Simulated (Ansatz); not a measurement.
Crystal: PbO2.

```
Pb O
1.0
     0.00000    2.70199    2.70199
     2.70199    0.00000    2.70199
     2.70199    2.70199    0.00000
Pb O
1 2
Direct
  0.00000 0.00000 0.00000
  0.75000 0.75000 0.75000
  0.25000 0.25000 0.25000
```

The cell comes from a database or a generator and needn't be the stable form of this composition.

Base run:

```yaml
Program: Ansatz 0.2.0
Functional: RPBE
Potentials_or_basis: Ansatz PAW
Cutoff: "420 eV (not typed: the program's choice for these potentials)"
k_mesh: 9 × 9 × 9
Occupations: fermi-dirac, width 0.05 eV
Spin: no spin polarisation
```

Its results: band gap on the k mesh none (metal or under the smearing width); pressure 4.3 GPa.

Problem. The run is repeated on the same cell with these changes: functional from RPBE to LDA. What comes out?

Solution. Band gap on the k mesh none (metal or under the smearing width); pressure -10.0 GPa.

LDA binds more tightly than RPBE, so the same cell stands under less pressure.

Caveats: spin-orbit coupling is left out, which moves the levels of the heavy elements; the PAW data sets come from PBE, with cores solved anew for the run's functional, which leaves a small shift of forces and pressure.
